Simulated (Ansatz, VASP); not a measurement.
# Hf in VASP and in Ansatz

The input INCAR:

```
SYSTEM = Hf
PREC = Accurate
ENCUT = 520
EDIFF = 1E-7
ISMEAR = -1
SIGMA = 0.05
LREAL = .False.
LASPH = .True.
NELM = 60
ALGO = Normal
ISIF = 2
LWAVE = .False.
LCHARG = .False.
GGA = PS
NBANDS = 11
```

KPOINTS

```
Automatic mesh
0
Gamma
  10 10 10
  0 0 0
```

POSCAR

```
Hf
1.0
   -1.8287527239      1.8287527239      1.8287527239
    1.8287527239     -1.8287527239      1.8287527239
    1.8287527239      1.8287527239     -1.8287527239
Hf
1
Direct
    0.0000000000      0.0000000000      0.0000000000
```

File input.yaml:

```yaml
crystal:
  lattice:
    - [-1.8287527239, 1.8287527239, 1.8287527239]
    - [1.8287527239, -1.8287527239, 1.8287527239]
    - [1.8287527239, 1.8287527239, -1.8287527239]
  atoms:
    - { symbol: Hf, position: [0.0, 0.0, 0.0] }
hamiltonian:
  xc: pbesol
  pseudopotentials: { kind: paw }
kpoints:
  mp_grid: { grid: [10, 10, 10] }
scf:
  occupations: { method: fermi_dirac, width: 0.05 }
output:
  forces: true
  stress: true
  eigenvalues: true
  write_density: true
  write_potential: true
  elf: true
  volumetric_format: npy
```

Change from the starting cell: volume scaled by 1.04.

Alike in both runs: task single point; functional PBEsol; k mesh 10 × 10 × 10; occupations fermi-dirac, width 0.05 eV; no spin polarisation.

|  | VASP | Ansatz |
| --- | --- | --- |
| version | VASP 6.6.1 | Ansatz 0.2.0 |
| potentials or method | VASP PAW PBE potentials, release 64 (Hf_pv) | Ansatz PAW |
| plane-wave cutoff (eV) | 520 | 420 |
| valence electrons in the cell | 10 | 26 |

VASP gave:

```
gap on the k mesh at the Fermi level (eV) : none
pressure (GPa)                            : -12.1
```

Problem. What did Ansatz give for the same quantities?

Solution. gap on the k mesh at the Fermi level (eV): none; pressure (GPa): -11.7.

A gap of «none» marks a metal or a gap that the smearing closes. With one functional, cell and mesh, what is left measures potentials, basis and numerics. The two sets of potentials don't hold the same shells in valence.

Caveats: the PAW data sets were made with another functional, which shifts forces and pressure a little (VASP); the PAW data sets come from PBE, with cores solved anew for the run's functional, which leaves a small shift of forces and pressure (Ansatz). Spin-orbit coupling is left out, which matters for the levels of Hf.
